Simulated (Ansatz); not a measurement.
CsBr (CsCl type), relaxed and computed with several functionals in Ansatz (plane waves, PAW).

| functional | a (Å) | gap (eV) | B₀ by P(V) fit (GPa) |
|---|---|---|---|
| r²SCAN | 4.324 | 5.19 | 15.4 |
| HSE06 | 4.358 | 5.50 | 13.1 |
| PBE | … | … | … |
| LDA | 4.140 | 4.53 | 21.1 |
| PBEsol | 4.242 | 4.45 | 15.8 |

### Question
What belongs in the gaps?

### Answer

- PBE, a (Å): 4.389
- PBE, gap (eV): 4.25
- PBE, B₀ by P(V) fit (GPa): 12.2

All cells were relaxed under the symmetry of their starts (and spin orders); stability against distortions was not tested throughout. Scalar-relativistic: spin–orbit coupling is off unless named, which matters more the heavier the elements.

Potentials: the later of the program's two PAW sets.

Ansatz (a quantum-chemistry and plane-wave program) is a plane-wave DFT program.
